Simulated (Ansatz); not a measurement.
# Hg: pressure against volume

How stiff is Hg, and at what volume does the pressure vanish? The cell is scaled evenly, atoms carried along, and solved with LAPW, PAW and all-electron datasets made for the crystal.

Method: DFT PBE, scalar-relativistic, in Ansatz 0.2.0.

### Step 1. The starting structure

The structure is cubic, space group Pm-3m (No. 221). Conventional cell: a = 3.094 Å, b = 3.094 Å, c = 3.094 Å, α = 90.00°, β = 90.00°, γ = 90.00°. Hg (site symmetry m-3m) is surrounded by 6 Hg at 3.09 Å.

Structure file:

```
CELL_PARAMETERS angstrom
3.09361 0.00000 0.00000
0.00000 3.09361 0.00000
0.00000 0.00000 3.09361
ATOMIC_POSITIONS crystal
Hg 0.00000 0.00000 0.00000
```

The cell was relaxed by PAW from a hypothetical start (sc type); it needn't be the stable phase of this composition.

### Step 2. Volume × 0.9405, LAPW

Input file input.yaml:

```yaml
crystal:
  lattice:
    - [3.0309897186, 0.0, 0.0]
    - [0.0, 3.0309897186, 0.0]
    - [0.0, 0.0, 3.0309897186]
  atoms:
    - { symbol: Hg, position: [0.0, 0.0, 0.0] }
kpoints:
  mp_grid: { grid: [12, 12, 12] }
scf:
  occupations: { method: fermi_dirac, width: 0.05 }
hamiltonian:
  xc: pbe
  pseudopotentials: { kind: all_electron, lapw: { basis_error: 0.00025 } }
output:
  forces: true
  stress: true
  eigenvalues: true
```

Command:

```
$ ansatz run input.yaml --threads 1 --pin off --max-ram 2048MiB --backend cpu --events-out ev --progress --plain --runs-dir out
```

### Step 3. Volume × 0.9405, PAW

Changes to input.yaml since step 2:

```diff
@@ -13,3 +13,3 @@
   xc: pbe
-  pseudopotentials: { kind: all_electron, lapw: { basis_error: 0.00025 } }
+  pseudopotentials: { kind: paw }
 output:
@@ -18 +18,6 @@
   eigenvalues: true
+  efg: { contact_densities: true }
+  write_density: true
+  write_potential: true
+  elf: true
+  volumetric_format: npy
```

### Step 4. Volume × 0.9405, crystal datasets

Changes to input.yaml since step 3:

```diff
@@ -13,3 +13,3 @@
   xc: pbe
-  pseudopotentials: { kind: paw }
+  pseudopotentials: { kind: all_electron, datasets: crystal }
 output:
@@ -19,5 +19 @@
   efg: { contact_densities: true }
-  write_density: true
-  write_potential: true
-  elf: true
-  volumetric_format: npy
```

### Step 5. Volume × 0.97, LAPW

Input file input.yaml:

```yaml
crystal:
  lattice:
    - [3.0623543439, 0.0, 0.0]
    - [0.0, 3.0623543439, 0.0]
    - [0.0, 0.0, 3.0623543439]
  atoms:
    - { symbol: Hg, position: [0.0, 0.0, 0.0] }
kpoints:
  mp_grid: { grid: [12, 12, 12] }
scf:
  occupations: { method: fermi_dirac, width: 0.05 }
hamiltonian:
  xc: pbe
  pseudopotentials: { kind: all_electron, lapw: { basis_error: 0.00025 } }
output:
  forces: true
  stress: true
  eigenvalues: true
```

### Step 6. Volume × 0.97, PAW

Changes to input.yaml since step 5:

```diff
@@ -13,3 +13,3 @@
   xc: pbe
-  pseudopotentials: { kind: all_electron, lapw: { basis_error: 0.00025 } }
+  pseudopotentials: { kind: paw }
 output:
@@ -18 +18,2 @@
   eigenvalues: true
+  efg: { contact_densities: true }
```

### Step 7. Volume × 1.03, LAPW

Input file input.yaml:

```yaml
crystal:
  lattice:
    - [3.1242367608, 0.0, 0.0]
    - [0.0, 3.1242367608, 0.0]
    - [0.0, 0.0, 3.1242367608]
  atoms:
    - { symbol: Hg, position: [0.0, 0.0, 0.0] }
kpoints:
  mp_grid: { grid: [12, 12, 12] }
scf:
  occupations: { method: fermi_dirac, width: 0.05 }
hamiltonian:
  xc: pbe
  pseudopotentials: { kind: all_electron, lapw: { basis_error: 0.00025 } }
output:
  forces: true
  stress: true
  eigenvalues: true
```

### Step 8. Volume × 1.03, PAW

Changes to input.yaml since step 7:

```diff
@@ -13,3 +13,3 @@
   xc: pbe
-  pseudopotentials: { kind: all_electron, lapw: { basis_error: 0.00025 } }
+  pseudopotentials: { kind: paw }
 output:
@@ -18 +18,6 @@
   eigenvalues: true
+  efg: { contact_densities: true }
+  write_density: true
+  write_potential: true
+  elf: true
+  volumetric_format: npy
```

### Step 9. Volume × 1.06, LAPW

Input file input.yaml:

```yaml
crystal:
  lattice:
    - [3.1542793418, 0.0, 0.0]
    - [0.0, 3.1542793418, 0.0]
    - [0.0, 0.0, 3.1542793418]
  atoms:
    - { symbol: Hg, position: [0.0, 0.0, 0.0] }
kpoints:
  mp_grid: { grid: [12, 12, 12] }
scf:
  occupations: { method: fermi_dirac, width: 0.05 }
hamiltonian:
  xc: pbe
  pseudopotentials: { kind: all_electron, lapw: { basis_error: 0.00025 } }
output:
  forces: true
  stress: true
  eigenvalues: true
```

### Step 10. Volume × 1.06, PAW

Changes to input.yaml since step 9:

```diff
@@ -13,3 +13,3 @@
   xc: pbe
-  pseudopotentials: { kind: all_electron, lapw: { basis_error: 0.00025 } }
+  pseudopotentials: { kind: paw }
 output:
@@ -18 +18,2 @@
   eigenvalues: true
+  efg: { contact_densities: true }
```

### Step 11. Volume × 1.06, crystal datasets

Changes to input.yaml since step 10:

```diff
@@ -13,3 +13,3 @@
   xc: pbe
-  pseudopotentials: { kind: paw }
+  pseudopotentials: { kind: all_electron, datasets: crystal }
 output:
```

(Steps that only read results are left out.)

**Question.** What will these runs give?

As calculated:

```
                        quantity      value
pressure at 27.85 Å³/atom (LAPW)   1.30 GPa
pressure at 31.38 Å³/atom (LAPW)  -0.31 GPa
```

**Reading.** Over this range the mean stiffness −dP/dlnV is 13 GPa by LAPW; the points are too few or too uneven for a sound fit. No thermal or zero-point expansion is included. Spin-orbit coupling is left out, though the cell holds Hg; in elements this heavy it can shift bands and gaps by tenths of an eV.
